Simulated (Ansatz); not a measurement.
An Ansatz (a program for electronic structure) input:

Ansatz 0.2 input:
```yaml
crystal:
  lattice:
    - [0.0, 2.9286557822, 2.9286557822]
    - [2.9286557822, 0.0, 2.9286557822]
    - [2.9286557822, 2.9286557822, 0.0]
  atoms:
    - { symbol: Sr, position: [0.0, 0.0, 0.0] }
    - { symbol: F, position: [0.75, 0.75, 0.75] }
    - { symbol: F, position: [0.25, 0.25, 0.25] }
kpoints:
  mp_grid: { grid: [7, 7, 7] }
  band_path:
    path:
      - [[0.0, 0.0, 0.0], [0.5, 0.0, 0.5], [0.625, 0.25, 0.625]]  # Γ-X-U
      - [[0.375, 0.375, 0.75], [0.0, 0.0, 0.0], [0.5, 0.5, 0.5], [0.5, 0.25, 0.75], [0.5, 0.0, 0.5]]  # K-Γ-L-W-X
      - [VBM, CBM]
    npoints: 12
basis: { xc_grid: 2 }
hamiltonian:
  xc: pbe
  pseudopotentials: { kind: paw }
magnetization: { noncollinear: true, spin_orbit: true }
scf:
  n_extra_bands: 12
  convergence: { dr2_threshold: 0.0000000001 }
  occupations: { method: gaussian, width: 0.01 }
checkpoint: { write: soc.run }
output: { eigenvalues: true }
```

Q: How many symmetry operations and irreducible k-points will the run report?

A: 48 operations, 20 of 343 k-points.

Q: With a cutoff of 420 eV, how many plane waves at Γ?

A: 941.

It took very roughly 19 core-seconds on shared server cores.

Space group Fm-3m (fluorite). The cell was relaxed with PBE under the symmetry of its start.

Potentials: the later of the program's two PAW sets.

Ansatz is a plane-wave DFT program.
